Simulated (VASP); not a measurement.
The system is C.

```xyz
8
Lattice="2.5221 0.0000 0.0000 -1.2611 2.1842 0.0000 0.0000 0.0000 8.2371" Properties=species:S:1:pos:R:3 pbc="T T T"
C     1.2611    0.7281    6.9501
C     0.0000    1.4561    2.8315
C     1.2611    0.7281    5.4056
C     0.0000    1.4561    1.2870
C     0.0000    0.0000    7.4649
C     0.0000    0.0000    3.3463
C     0.0000    0.0000    4.8908
C     0.0000    0.0000    0.7722
```

This is a hexagonal form of diamond, not graphite.

| Item | Value |
| --- | --- |
| Program | VASP 6.6.1 |
| Task | relaxation of cell and atoms |
| Functional | PBE |
| Dispersion | D4 |
| Potentials or basis | VASP PAW PBE potentials, release 64 (C) |
| Cutoff | 600 eV |
| k mesh | 12 × 12 × 4 |
| Occupations | fermi-dirac, width 0.05 eV |
| Spin | no spin polarisation |

At the start: pressure -3.0 GPa; volume 5.67 Å³/atom.

Question: How do energy, volume and symmetry change on relaxing?

Answer: Over 6 steps the energy falls by 2.8 meV/atom and the volume is 5.63 Å³/atom (-0.7 %); space group P6_3/mmc (No. 194, to 0.05 Å).

The path:
| step | energy change (eV) | largest force (eV/Å) | pressure (GPa) | volume (Å³) |
| --- | --- | --- | --- | --- |
| 1 | 0.0000 | 0.3273 | -3.04 | 45.38 |
| 2 | 0.0158 | 0.4773 | 4.14 | 44.67 |
| 3 | -0.0220 | 0.0511 | -0.18 | 45.07 |
| 4 | -0.0220 | 0.0442 | -0.24 | 45.08 |
| 5 | -0.0220 | 0.0605 | 0.16 | 45.03 |
| 6 | -0.0222 | 0.0095 | -0.04 | 45.06 |

Final structure:
```cif
data_structure
_symmetry_space_group_name_H-M 'P 1'
_symmetry_Int_Tables_number 1
_cell_length_a 2.5081
_cell_length_b 2.5081
_cell_length_c 8.2705
_cell_angle_alpha 90.000
_cell_angle_beta 90.000
_cell_angle_gamma 120.000
_cell_volume 45.06
loop_
_atom_site_label
_atom_site_type_symbol
_atom_site_fract_x
_atom_site_fract_y
_atom_site_fract_z
_atom_site_occupancy
C1 C 0.66667 0.33333 0.84442 1
C2 C 0.33333 0.66667 0.34442 1
C3 C 0.66667 0.33333 0.65558 1
C4 C 0.33333 0.66667 0.15558 1
C5 C 0.00000 0.00000 0.90702 1
C6 C 0.00000 0.00000 0.40702 1
C7 C 0.00000 0.00000 0.59298 1
C8 C 0.00000 0.00000 0.09298 1
```
